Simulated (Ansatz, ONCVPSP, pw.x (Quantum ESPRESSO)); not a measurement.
From atom to crystal: ONCV potential for Os

```
Element                 : osmium (Os)
Generator               : ONCVPSP 4.0.1
Type                    : optimised norm-conserving Vanderbilt (ONCV)
Functional              : PBE
Relativity              : scalar-relativistic
Frozen core             : [Kr] 4d10 4f14
Valence charge          : 16
Reference configuration : 5s2 5p6 5d7 6s1
Partial waves           : 5s+6s: rc 1.95 bohr, ncon 4, nbas 7, qcut 7.3 1/bohr, 2 projectors; 5p: rc 2.00 bohr, ncon 5, nbas 8, qcut 6.4 1/bohr, 2 projectors, debl 0.6 Ha; 5d: rc 1.95 bohr, ncon 4, nbas 9, qcut 8.4 1/bohr, 2 projectors, debl 1.2 Ha; f scattering state at 0.45 Ha: rc 2.10 bohr, ncon 4, nbas 7, qcut 5.3 1/bohr, 2 projectors, debl 0.6 Ha
Local potential         : polynomial inside 1.75 bohr (lpopt 5, dvloc0 0 Ha)
Core correction         : Teter function fitted to the true core (icmod 2), fcfact 0.25
```

In the p channel the program set the typed energies aside and used -1.787, 0.250 Ha.

Crystal test: bcc Os in pw.x 7.5, no spin, 15³ k-points, Fermi–Dirac smearing 0.01 Ry, cutoffs 55/220 Ry. The reference is all-electron LAPW (Ansatz 0.2.0) with the same functional, mesh and smearing; V0 and B0 come from Birch–Murnaghan fits to the pressures at five volumes. Errors are pseudo minus all-electron; Δ is the rms difference of the E(V) curves that follow from these fits, minima aligned, over ±6 % about the mean V0. Mesh and smearing are coarse, so the numbers serve the comparison and aren't converged zero-temperature values; the lattice is a test structure that the element need not adopt.

All-electron: a0 = 3.093 Å (V0 = 14.79 Å³/atom), B0 = 347.4 GPa.

Task: How far does the potential miss the all-electron equation of state?

Result: converged, but broken (pressure over 100 GPa off). The pressure does not cross zero within the volumes sampled, so no fit is given. The pseudo pressure rises with volume over the whole range, a mechanical instability. Note: ghosts flagged at negative energy: f at -329.0 eV; GHOST(+) flagged for f at 500.3 eV. A true bound ghost makes a file unfit for plane-wave use. A pressure error of this size marks a broken potential; the numbers have no physical meaning.

```
V (Å³/atom)  P all-electron (GPa)  P pseudo (GPa)
     14.054                 20.14       -18929.53
     14.424                  9.33       -18459.41
     14.794                 -0.02       -18184.29
     15.164                 -8.10       -17666.47
     15.534                -15.08       -16846.22
```

Task: At the middle volume, how do free energy and pressure move when the wave cutoff is lowered (ecutrho kept at four times it)?

Result:

```
cutoff (Ry)  shift of F (meV/atom)  shift of P (GPa)
         25              +214180.4         +18078.75
         33              +212182.3         +18163.95
         44              +134037.0         +16321.12
```

The run at the middle volume (120 k-points, 10 iterations) took about 17 s on one core of a shared host (Intel(R) Xeon(R) Platinum 8488C, 192 threads, 744 GiB, load 59).
